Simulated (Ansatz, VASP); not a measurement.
In in VASP and in Ansatz

```
In
1.0
     3.32276    0.00000    0.00000
    -1.66138    2.87759    0.00000
     0.00000    0.00000    5.38366
In
2
Direct
  0.33333 0.66667 0.25000
  0.66667 0.33333 0.75000
```

Alike in both runs: functional PBEsol; k mesh 12 × 12 × 8; occupations gaussian, width 0.1 eV; no spin polarisation.

Ansatz relaxed the structure, and its values are those at the end. VASP's run is a single point on that final structure, the one shown.

|  | VASP | Ansatz |
| --- | --- | --- |
| version | VASP 6.6.1 | Ansatz 0.2.0 |
| potentials or method | VASP PAW PBE potentials, release 64 (In_d) | scalar-relativistic, plane waves, PAW |
| plane-wave cutoff (eV) | 520 | 420 |
| valence electrons in the cell | 26 | 26 |

```tsv
	VASP	Ansatz	Ansatz less VASP
gap on the k mesh at the Fermi level (eV)	none	none	-
pressure (GPa)	0.0	0.0	+0.03
```

A gap of «none» marks a metal or a gap that the smearing closes.

Caveats: the PAW data sets were made with another functional, which shifts forces and pressure a little (VASP).
